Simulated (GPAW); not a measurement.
Runs of GPAW 26.7.0 on CsPbBr3. It takes space group Pm-3m (No. 221, cubic). The conventional cell has a = 5.870 Å, b = 5.870 Å, c = 5.870 Å, α = 90.00°, β = 90.00°, γ = 90.00°. Pb (site symmetry m-3m) has 6 Br at 2.94 Å as nearest neighbours. Around Cs (site symmetry m-3m) lie 12 Br at 4.15 Å. Br (site symmetry 4/mmm) is surrounded by 2 Pb at 2.94 Å. Measurements of this composition are mostly on another form, of space group No. 62.

```tsv
task	level	potentials or basis	k mesh	cutoff (eV)	maxiter	convergence	band path	band points	pressure (GPa)	V0 of scaled cells (Å³/atom)	B0 (GPa)
single point	PBE	GPAW PAW data sets (gpaw-data 1.2.1), pw	4 × 4 × 4	450	120	default	-	-	1.4	-	-
equation of state	PBEsol+D3(BJ)	PAW data sets generated in the run's folder for this functional, pw	4 × 4 × 4	600	150	-	-	-	-	(b)	24
band structure	LDA	the program's PAW data sets (release 1.2.1) made for this functional, pw	5 × 5 × 5	600	150	-	GXMGRX,MR	100	(a)	-	-
band structure	r2SCAN	GPAW PAW data sets (gpaw-data 1.2.1), pw	5 × 5 × 5	600	150	-	GXMGRX,MR	100	0.7	-	-
equation of state	LDA	the program's PAW data sets (release 1.2.1) made for this functional, pw	5 × 5 × 5	600	150	-	-	-	-	38.24	25
```

Alike in all rows: no spin polarisation; cell as given; smearing fermi-dirac 0.05 eV.

Task: Estimate the missing entries.

Result: (a) -1.3; (b) 39.12.

Caveats: the cutoff is short for stress and forces, so pressures can be off by a GPa or more (some runs); the PAW data sets were made with another functional, which shifts forces and pressure a little (some runs).

Not every run made on this cell is shown here.
